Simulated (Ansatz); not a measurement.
The same path of a periodic cell of 17 atoms, Si16H (host Si, host structure diamond, interstitial H), cell charge +1 was run twice with different band settings. Lost on the way: Si4–H17.

Computed with DFT PBE, scalar-relativistic, plane waves, PAW in Ansatz. Settings: cutoff 420 eV, k mesh 2x2x2, gaussian smearing 0.02 eV, no spin polarisation.

Relaxed end points:

```xyz
17
Lattice="0.0000 5.4300 5.4300 5.4300 0.0000 5.4300 5.4300 5.4300 0.0000" Properties=species:S:1:pos:R:3
Si 0.076 -0.010 0.128
Si 1.362 1.370 1.512
Si 2.713 2.663 0.106
Si 3.865 4.281 1.303
Si 2.734 -0.005 2.815
Si 4.064 1.294 4.240
Si 5.561 2.584 3.000
Si 6.836 4.103 4.219
Si -0.022 2.745 2.793
Si 1.354 4.097 4.109
Si 2.567 5.583 2.754
Si 4.047 6.805 4.107
Si 2.724 2.775 5.474
Si 4.062 4.088 6.867
Si 5.365 5.432 5.472
Si 6.684 6.893 6.737
H 4.397 3.643 2.675
```

```xyz
17
Lattice="0.0000 5.4300 5.4300 5.4300 0.0000 5.4300 5.4300 5.4300 0.0000" Properties=species:S:1:pos:R:3
Si 0.043 -0.001 -0.001
Si 1.321 1.384 1.384
Si 2.650 2.729 -0.013
Si 3.992 4.148 1.280
Si 2.650 -0.013 2.729
Si 3.992 1.280 4.148
Si 5.407 2.715 2.715
Si 6.683 4.114 4.114
Si -0.066 2.714 2.714
Si 1.321 4.044 4.044
Si 2.651 5.441 2.700
Si 3.977 6.807 4.052
Si 2.651 2.700 5.441
Si 3.977 4.052 6.807
Si 5.286 5.431 5.431
Si 6.684 6.747 6.747
H 3.827 2.716 2.716
```

Common settings: spring 5.0 eV/Å²; optimiser quadratic models (default); force threshold 0.05 eV/Å; end points relaxed.

| run | movable images | climbing image | start path | iteration limit |
| --- | --- | --- | --- | --- |
| 1 | 3 | yes | IDPP | 37 |
| 2 | 4 | no | default | 25 |

(1) What does each run give, and how far can it be trusted?

Results:

(1) Run 1: converged after 14 iterations, highest image 0.361 eV above the first end. The highest image is an end point: on this band no image between the ends rises above it.
Run 2: converged after 5 iterations, highest image 0.361 eV above the first end. The highest image is an end point: on this band no image between the ends rises above it.
Limits of this set-up: coarse k mesh, charged cell in a uniform background, uncorrected.
